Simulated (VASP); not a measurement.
Os:

```
Os
1.0
     2.73410    0.00000    0.00000
    -1.36705    2.36780    0.00000
     0.00000    0.00000    4.31970
Os
2
Direct
  0.66667 0.33333 0.75000
  0.33333 0.66667 0.25000
```

* Program: VASP 6.6.1
* Task: relaxation of cell and atoms
* Functional: PBE
* Potentials or basis: VASP PAW PBE potentials, release 64 (Os_pv)
* Cutoff: 600 eV
* k mesh: 11 × 11 × 6
* Occupations: fermi-dirac, width 0.05 eV
* Spin: no spin polarisation

At the start: pressure 11.5 GPa; volume 13.98 Å³/atom.

Q: Where does the relaxation end?

A: Over 9 steps the energy falls by 13.4 meV/atom and the volume is 14.36 Å³/atom (+2.7 %); space group P6_3/mmc (No. 194, to 0.05 Å).

Step by step:
```csv
step,energy change (eV),largest force (eV/Å),pressure (GPa),volume (Å³)
1,0.0000,0.0000,11.54,27.96
2,0.4027,0.0000,-34.79,32.24
3,-0.0267,0.0000,-0.59,28.77
4,-0.0267,0.0000,0.00,28.73
5,-0.0267,0.0000,0.20,28.71
6,-0.0267,0.0000,0.17,28.72
7,-0.0268,0.0000,0.19,28.72
8,-0.0267,0.0000,-0.42,28.76
9,-0.0268,0.0000,0.02,28.73
```

Final structure:
```yaml
crystal:
  lattice:
    - [2.75877, 0.00000, 0.00000]
    - [-1.37938, 2.38916, 0.00000]
    - [0.00000, 0.00000, 4.35863]
  atoms:
    - { symbol: Os, position: [0.66667, 0.33333, 0.75000] }
    - { symbol: Os, position: [0.33333, 0.66667, 0.25000] }
```
